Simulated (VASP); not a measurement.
# Be (Im-3m) in VASP: further runs

One crystal, Be, is run at these levels: PBE; tasks: single point.

Everything below comes from runs of VASP 6.6.1. Logs are shortened: lines on timing, memory, paths and dates and some standing lists are left out, and cuts for length are marked.

### 1 The structure

Symmetry: Im-3m, No. 229, cubic system. The conventional cell has a = 2.539 Å, b = 2.539 Å, c = 2.539 Å, α = 90.00°, β = 90.00°, γ = 90.00°. Be (site symmetry m-3m) is surrounded by 8 Be at 2.20 Å.

The cell was built by a generator and needn't be a form met in nature.

### 2 Single point, PBE

Contents of INCAR:

```
PREC     = Accurate       # precision mode
ENCUT    = 520            # plane-wave cutoff, eV
EDIFF    = 1E-7           # SCF threshold, eV
ISMEAR   = 0              # smearing method
SIGMA    = 0.1            # smearing width, eV
LREAL    = F              # projectors in reciprocal space
LASPH    = T              # aspherical terms in the spheres
NELM     = 60             # most SCF steps
ALGO     = Normal         # electronic algorithm
ISIF     = 2              # what is computed and relaxed
LWAVE    = F              # write WAVECAR
LCHARG   = T              # write CHGCAR
GGA      = PE             # functional
LELF     = T              # ELF
LVHAR    = T            
NBANDS   = 7              # bands
```

Contents of KPOINTS:

```
regular mesh
0
Gamma
  10 10 10
```

Contents of POSCAR:

```
Be
1.0
   -1.2694070000      1.2694070000      1.2694070000
    1.2694070000     -1.2694070000      1.2694070000
    1.2694070000      1.2694070000     -1.2694070000
Be
1
Direct
    0.0000000000      0.0000000000      0.0000000000
```

Potentials or basis: VASP PAW PBE potentials, release 64 (Be).

Started as:

```console
cat potpaw_PBE.64/Be/POTCAR > POTCAR
mpirun -np 1 vasp_std > vasp.out
```

OUTCAR:

```text
PREC = Accurate
   ENCUT = 520
   EDIFF = 1E-7
   ISMEAR = 0
   LREAL = F
   LASPH = T
   NELM = 60
   ISIF = 2
   GGA = PE

 ion  position               nearest neighbor table
   1  0.000  0.000  0.000-

  LATTYP: Found a body centered cubic cell.
 ALAT       =     2.5388140000

  Lattice vectors:

 A1 = (  -1.2694070000,   1.2694070000,   1.2694070000)
 A2 = (   1.2694070000,  -1.2694070000,   1.2694070000)
 A3 = (   1.2694070000,   1.2694070000,  -1.2694070000)

Analysis of symmetry for initial positions (statically):
=====================================================================
 Subroutine PRICEL returns:
 Original cell was already a primitive cell.

 Routine SETGRP: Setting up the symmetry group for a
 body centered cubic supercell.

 Subroutine GETGRP returns: Found 48 space group operations
 (whereof 48 operations were pure point group operations)
 out of a pool of 48 trial point group operations.

The static configuration has the point symmetry O_h .

Analysis of symmetry for dynamics (positions and initial velocities):
=====================================================================
 Subroutine PRICEL returns:
 Original cell was already a primitive cell.

 Routine SETGRP: Setting up the symmetry group for a
 body centered cubic supercell.

 Subroutine GETGRP returns: Found 48 space group operations
 (whereof 48 operations were pure point group operations)
 out of a pool of 48 trial point group operations.

The dynamic configuration has the point symmetry O_h .

 Subroutine INISYM returns: Found 48 space group operations
 (whereof 48 operations are pure point group operations),
 and found     1 'primitive' translations

----------------------------------------------------------------------------------------

                                     Primitive cell

  volume of cell :       8.1821

  direct lattice vectors                    reciprocal lattice vectors
    -1.269407000  1.269407000  1.269407000     0.000000000  0.393884704  0.393884704
     1.269407000 -1.269407000  1.269407000     0.393884704  0.000000000  0.393884704
     1.269407000  1.269407000 -1.269407000     0.393884704  0.393884704  0.000000000

  length of vectors
     2.198677419  2.198677419  2.198677419     0.557037090  0.557037090  0.557037090

  position of ions in fractional coordinates (direct lattice)
     0.000000000  0.000000000  0.000000000

  ion indices of the primitive-cell ions
   primitive index   ion index
                 1           1

----------------------------------------------------------------------------------------

 KPOINTS: regular mesh

Automatic generation of k-mesh.
 Grid dimensions read from file:
 generate k-points for:   10   10   10

 Generating k-lattice:

  Cartesian coordinates                     Fractional coordinates (reciprocal lattice)
     0.000000000  0.039388470  0.039388470     0.100000000  0.000000000  0.000000000
     0.039388470  0.000000000  0.039388470     0.000000000  0.100000000  0.000000000
     0.039388470  0.039388470  0.000000000     0.000000000  0.000000000  0.100000000

  Length of vectors
     0.055703709  0.055703709  0.055703709

  Shift w.r.t. Gamma in fractional coordinates (k-lattice)
     0.000000000  0.000000000  0.000000000

 Subroutine IBZKPT returns following result:
 ===========================================

 Found     47 irreducible k-points:

 Following reciprocal coordinates:
            Coordinates               Weight
  0.000000  0.000000  0.000000      1.000000
  0.100000  0.000000  0.000000     12.000000
  0.200000  0.000000  0.000000     12.000000
  0.300000  0.000000  0.000000     12.000000
  0.400000  0.000000  0.000000     12.000000
  0.500000  0.000000  0.000000      6.000000
[... 16 lines left out ...]
  0.300000  0.300000  0.100000      8.000000
 -0.300000  0.300000  0.100000     24.000000
 [... further k-points ...]
   k-points           NKPTS =     47   k-points in BZ     NKDIM =     47   number of bands    NBANDS=      7
   number of dos      NEDOS =    301   number of ions     NIONS =      1
   total plane-waves  NPLWV =   4096
   dimension x,y,z NGX =    16 NGY =   16 NGZ =   16
   dimension x,y,z NGXF=    32 NGYF=   32 NGZF=   32
   ions per type =               1
   NGX,Y,Z   is equivalent  to a cutoff of  12.10, 12.10, 12.10 a.u.
   NGXF,Y,Z  is equivalent  to a cutoff of  24.20, 24.20, 24.20 a.u.
 SYSTEM =  unknown system
   PREC   = accura    normal or accurate (medium, high low for compatibility)
   ISTART =      0    job   : 0-new  1-cont  2-samecut
   ICHARG =      2    charge: 1-file 2-atom 10-const
   ISPIN  =      1    spin polarized calculation?
   LNONCOLLINEAR =      F non collinear calculations
   LSORBIT =      F    spin-orbit coupling
   LASPH  =      T    aspherical Exc in radial PAW
   ENCUT  =  520.0 eV  38.22 Ry    6.18 a.u.   4.09  4.09  4.09*2*pi/ulx,y,z
   NELM   =     60;   NELMIN=  2; NELMDL= -5     # of ELM steps
   EDIFF  = 0.1E-06   stopping-criterion for ELM
   LREAL  =      F    real-space projection
[... 7 lines left out ...]
   TEBEG  =    0.0;   TEEND  =   0.0 temperature during run
   PSTRESS=    0.0 pullay stress
   NELECT =       2.0000    total number of electrons
   NUPDOWN=      -1.0000    fix difference up-down
   EMIN   =  10.00;   EMAX   =-10.00  energy-range for DOS
   EFERMI =   0.00;   METHOD = LEGACY
   ISMEAR =     0;   SIGMA  =   0.10  broadening in eV -4-tet -1-fermi 0-gaus
   EFERMI_NEDOS =   21; number of points for ismear=-14 and -15
   IALGO  =     38    algorithm
   IMIX   =      4    mixing-type and parameters
     AMIX     =   0.40;   BMIX     =  1.00
     AMIX_MAG =   1.60;   BMIX_MAG =  1.00
  volume/ion in A,a.u.               =       8.18        55.22
  Fermi-wavevector in a.u.,A,eV,Ry     =   1.023601  1.934325 14.255621  1.047759
  Thomas-Fermi vector in A             =   2.157343
   LORBIT       =      0    0 simple, 1 ext, 2 COOP (PROOUT), +10 PAW based schemes
   GGA     = PE    functional components
   LHFCALC =     F    Hartree Fock is set to
   AEXX    =    0.0000 exact exchange contribution
   IVDW    =     0    specifies the selected vdW correction
   LEPSILON=     F    determine dielectric tensor
   LRPA    =     F    only Hartree local field effects (RPA)
 non-spin polarized calculation
 Gauss-broadening in eV      SIGMA  =   0.10
  energy-cutoff  :      520.00
  volume of cell :        8.18
 maximum number of plane-waves:       236
   NGX =  9   NGY =  9   NGZ =  9

 number of electron       2.0000000 magnetization

 Free energy of the ion-electron system (eV)
  ---------------------------------------------------
  ext. energy  EPLUGINS =         0.00000000
  ---------------------------------------------------
  free energy    TOTEN  =        -3.65259558 eV

  energy without entropy =       -3.65198248  energy(sigma->0) =       -3.65228903

 E-fermi :   7.4515     XC(G=0): -10.5002

 val. band max:        7.3888298024   @ k =  -0.4000  -0.4000   0.2000
 cond. band min:       7.6968882832   @ k =  -0.4000  -0.4000   0.1000
 fundamental gap:      0.3080584808
 Fermi energy:         7.4514584061

 k-point     1 :       0.0000    0.0000    0.0000
  band No.  band energies     occupation
      1      -4.4161      2.00000
      2      26.3222      0.00000
      3      26.3222      0.00000
      4      26.3222      0.00000
      5      37.5339      0.00000
      6      37.5339      0.00000
      7      37.5339      0.00000

 k-point     2 :       0.1000    0.0000    0.0000
  band No.  band energies     occupation
      1      -4.0699      2.00000
      2      24.6245      0.00000
      3      25.1202      0.00000
      4      25.9369      0.00000
      5      34.3652      0.00000
      6      34.7441      0.00000
      7      38.1666      0.00000

 k-point     3 :       0.2000    0.0000    0.0000
  band No.  band energies     occupation
      1      -3.0318      2.00000
      2      20.0571      0.00000
      3      22.9394      0.00000
      4      24.9292      0.00000
      5      31.6240      0.00000
      6      32.4490      0.00000
      7      37.7925      0.00000

 k-point     4 :       0.3000    0.0000    0.0000
  band No.  band energies     occupation
      1      -1.3190      2.00000
      2      14.8186      0.00000
      3      21.0609      0.00000
      4      23.7609      0.00000
      5      29.3379      0.00000
      6      32.2936      0.00000
      7      39.0195      0.00000

 k-point     5 :       0.4000    0.0000    0.0000
  band No.  band energies     occupation
      1       0.9276      2.00000
      2      10.2498      0.00000
      3      19.8628      0.00000
      4      22.8982      0.00000
      5      27.9571      0.00000
      6      32.7278      0.00000
      7      41.2456      0.00000
[... 161 lines left out ...]
 k-point    22 :      -0.2000    0.2000    0.1000
  band No.  band energies     occupation
      1      -2.6785      2.00000
      2      19.9871      0.00000
      3      21.4231      0.00000
      4      24.6872      0.00000
      5      29.7118      0.00000
      6      33.9400      0.00000
      7      36.7777      0.00000

 k-point    23 :       0.3000    0.3000    0.1000
  band No.  band energies     occupation
      1       6.6034      2.00000
      2       6.6034      2.00000
      3      11.9451      0.00000
      4      17.4471      0.00000
      5      38.8036      0.00000
      6      41.7648      0.00000
      7      41.7648      0.00000

 k-point    24 :      -0.3000    0.3000    0.1000
  band No.  band energies     occupation
      1      -0.9544      2.00000
      2      14.9659      0.00000
      3      19.4641      0.00000
      4      23.7494      0.00000
      5      29.7461      0.00000
      6      31.8130      0.00000
      7      38.3620      0.00000

 [... further k-points ...]

------------------------ aborting loop because EDIFF is reached ----------------------------------------

  FORCE on cell =-STRESS in cart. coord.  units (eV):
  Direction    XX          YY          ZZ          XY          YZ          ZX
  --------------------------------------------------------------------------------------
  -------------------------------------------------------------------------------------
  Total       -0.2579343     -0.2579343     -0.2579343      0.0000000      0.0000000     -0.0000000
  in kB      -50.5076272    -50.5076272    -50.5076272      0.0000000      0.0000000     -0.0000000
  external PRESSURE =     -50.5076272 kB  Pullay stress =       0.0000000 kB

 VOLUME and BASIS-vectors are now :
 -----------------------------------------------------------------------------
  energy-cutoff  :      520.00
  volume of cell :        8.18
      direct lattice vectors                 reciprocal lattice vectors
    -1.269407000  1.269407000  1.269407000     0.000000000  0.393884704  0.393884704
     1.269407000 -1.269407000  1.269407000     0.393884704  0.000000000  0.393884704
     1.269407000  1.269407000 -1.269407000     0.393884704  0.393884704  0.000000000

 POSITION                                       TOTAL-FORCE (eV/Angst)
 -----------------------------------------------------------------------------------
      0.00000      0.00000      0.00000         0.000000     -0.000000     -0.000000
 -----------------------------------------------------------------------------------
    total drift:                               -0.000000      0.000000      0.000000

  FREE ENERGIE OF THE ION-ELECTRON SYSTEM (eV)
  ---------------------------------------------------
  free  energy   TOTEN  =        -3.6525955786 eV

  energy  without entropy=       -3.6519824824  energy(sigma->0) =       -3.65228903
```

Run time: 1.7 s. Hardware: 1 thread of Intel Xeon Platinum 8259CL at 2.50GHz (Skylake/Cascade Lake), shared host; peak memory 0.11 GiB.

What came out:

```
Free energy            : -3.6526 eV
Pressure               : -5.1 GPa
Band gap on the k mesh : none (metal or under the smearing width)
```

Levels at points of the mesh, in eV from the Fermi level:
```tsv
k point	band 1	band 2	band 3	band 4	band 5	band 6
(0.00, 0.00, 0.00)	-11.87	18.87	18.87	18.87	30.08	30.08
(0.50, 0.00, 0.00)	-4.92	0.40	12.00	15.14	20.04	25.55
(0.50, 0.50, 0.50)	3.98	3.98	3.98	9.76	9.76	17.62
```

### 3 Single point, PBE

Contents of INCAR:

```
ALGO = Normal
EDIFF = 1E-6
ENCUT = 520
GGA = PE
ISIF = 2
ISMEAR = -1
LASPH = T
LCHARG = F
LREAL = F
LWAVE = F
NBANDS = 7
NELM = 100
PREC = Accurate
SIGMA = 0.1
```

Contents of KPOINTS:

```
k-points
0
Gamma
  10 10 10
```

POSCAR is that of step 2.

Potentials or basis: VASP PAW PBE potentials, release 64 (Be).

Started as:

```console
cat potpaw_PBE.64/Be/POTCAR > POTCAR
mpirun -np 1 vasp_std > vasp.out
```

OUTCAR:

```text
EDIFF = 1E-6
   ENCUT = 520
   GGA = PE
   ISIF = 2
   ISMEAR = -1
   LASPH = T
   LREAL = F
   NELM = 100
   PREC = Accurate

 ion  position               nearest neighbor table
   1  0.000  0.000  0.000-

  LATTYP: Found a body centered cubic cell.
 ALAT       =     2.5388140000

  Lattice vectors:

 A1 = (  -1.2694070000,   1.2694070000,   1.2694070000)
 A2 = (   1.2694070000,  -1.2694070000,   1.2694070000)
 A3 = (   1.2694070000,   1.2694070000,  -1.2694070000)

Analysis of symmetry for initial positions (statically):
=====================================================================
 Subroutine PRICEL returns:
 Original cell was already a primitive cell.

 Routine SETGRP: Setting up the symmetry group for a
 body centered cubic supercell.

 Subroutine GETGRP returns: Found 48 space group operations
 (whereof 48 operations were pure point group operations)
 out of a pool of 48 trial point group operations.

The static configuration has the point symmetry O_h .

Analysis of symmetry for dynamics (positions and initial velocities):
=====================================================================
 Subroutine PRICEL returns:
 Original cell was already a primitive cell.

 Routine SETGRP: Setting up the symmetry group for a
 body centered cubic supercell.

 Subroutine GETGRP returns: Found 48 space group operations
 (whereof 48 operations were pure point group operations)
 out of a pool of 48 trial point group operations.

The dynamic configuration has the point symmetry O_h .

 Subroutine INISYM returns: Found 48 space group operations
 (whereof 48 operations are pure point group operations),
 and found     1 'primitive' translations

----------------------------------------------------------------------------------------

                                     Primitive cell

  volume of cell :       8.1821

[... 105 lines left out ...]
     AMIX     =   0.40;   BMIX     =  1.00
     AMIX_MAG =   1.60;   BMIX_MAG =  1.00
  volume/ion in A,a.u.               =       8.18        55.22
  Fermi-wavevector in a.u.,A,eV,Ry     =   1.023601  1.934325 14.255621  1.047759
  Thomas-Fermi vector in A             =   2.157343
   LORBIT       =      0    0 simple, 1 ext, 2 COOP (PROOUT), +10 PAW based schemes
   GGA     = PE    functional components
   LHFCALC =     F    Hartree Fock is set to
   AEXX    =    0.0000 exact exchange contribution
   IVDW    =     0    specifies the selected vdW correction
   LEPSILON=     F    determine dielectric tensor
   LRPA    =     F    only Hartree local field effects (RPA)
 non-spin polarized calculation
  energy-cutoff  :      520.00
  volume of cell :        8.18
 maximum number of plane-waves:       236
   NGX =  9   NGY =  9   NGZ =  9

 number of electron       2.0000000 magnetization

 Free energy of the ion-electron system (eV)
  ---------------------------------------------------
  ext. energy  EPLUGINS =         0.00000000
  ---------------------------------------------------
  free energy    TOTEN  =        -3.65438254 eV

  energy without entropy =       -3.64957007  energy(sigma->0) =       -3.65197630

 E-fermi :   7.4584     XC(G=0): -10.5002

 val. band max:        7.3887760776   @ k =  -0.4000  -0.4000   0.2000
 cond. band min:       7.6968393829   @ k =  -0.4000  -0.4000   0.1000
 fundamental gap:      0.3080633053
 Fermi energy:         7.4584251519

 k-point     1 :       0.0000    0.0000    0.0000
  band No.  band energies     occupation
      1      -4.4161      2.00000
      2      26.3220      0.00000
      3      26.3220      0.00000
      4      26.3220      0.00000
      5      37.5339      0.00000
      6      37.5339      0.00000
      7      37.5339      0.00000
[... 221 lines left out ...]
 k-point    24 :      -0.3000    0.3000    0.1000
  band No.  band energies     occupation
      1      -0.9545      2.00000
      2      14.9658      0.00000
      3      19.4640      0.00000
      4      23.7493      0.00000
      5      29.7461      0.00000
      6      31.8130      0.00000
      7      38.3620      0.00000

 [... further k-points ...]

------------------------ aborting loop because EDIFF is reached ----------------------------------------

  FORCE on cell =-STRESS in cart. coord.  units (eV):
  Direction    XX          YY          ZZ          XY          YZ          ZX
  --------------------------------------------------------------------------------------
  -------------------------------------------------------------------------------------
  Total       -0.2524810     -0.2524810     -0.2524810     -0.0000000     -0.0000000      0.0000000
  in kB      -49.4397853    -49.4397853    -49.4397853     -0.0000000     -0.0000000      0.0000000
  external PRESSURE =     -49.4397853 kB  Pullay stress =       0.0000000 kB

 VOLUME and BASIS-vectors are now :
 -----------------------------------------------------------------------------
  energy-cutoff  :      520.00
  volume of cell :        8.18
      direct lattice vectors                 reciprocal lattice vectors
    -1.269407000  1.269407000  1.269407000     0.000000000  0.393884704  0.393884704
     1.269407000 -1.269407000  1.269407000     0.393884704  0.000000000  0.393884704
     1.269407000  1.269407000 -1.269407000     0.393884704  0.393884704  0.000000000

 POSITION                                       TOTAL-FORCE (eV/Angst)
 -----------------------------------------------------------------------------------
      0.00000      0.00000      0.00000         0.000000      0.000000     -0.000000
 -----------------------------------------------------------------------------------
    total drift:                               -0.000000      0.000000      0.000000

  FREE ENERGIE OF THE ION-ELECTRON SYSTEM (eV)
  ---------------------------------------------------
  free  energy   TOTEN  =        -3.6543825401 eV

  energy  without entropy=       -3.6495700669  energy(sigma->0) =       -3.65197630
```

OSZICAR:

```text
N       E                     dE             d eps       ncg     rms          rms(c)
DAV:   1    -0.211285267733E+01   -0.21129E+01   -0.11828E+03   707   0.234E+02
DAV:   2    -0.367932465626E+01   -0.15665E+01   -0.15406E+01   931   0.271E+01
DAV:   3    -0.368113363318E+01   -0.18090E-02   -0.18084E-02   756   0.923E-01
DAV:   4    -0.368113387521E+01   -0.24203E-06   -0.24203E-06  1008   0.118E-02
DAV:   5    -0.368113387656E+01   -0.13519E-08   -0.51481E-10   756   0.464E-05    0.754E-01
DAV:   6    -0.366213800243E+01    0.18996E-01   -0.19322E-03   721   0.417E-01    0.463E-01
DAV:   7    -0.365440467663E+01    0.77333E-02   -0.19525E-03   700   0.438E-01    0.178E-02
DAV:   8    -0.365438222418E+01    0.22452E-04   -0.79931E-06   721   0.244E-02    0.599E-03
DAV:   9    -0.365438254014E+01   -0.31596E-06   -0.85019E-07   791   0.652E-03
   1 F= -.36543825E+01 E0= -.36519763E+01  d E =-.481247E-02
```

Run time: 1.5 s. Hardware: 1 thread of Intel Xeon Platinum 8259CL at 2.50GHz (Skylake/Cascade Lake), shared host; peak memory 0.11 GiB.

What came out:

* Free energy: -3.6544 eV
* Pressure: -4.9 GPa
* Band gap on the k mesh: none (metal or under the smearing width)
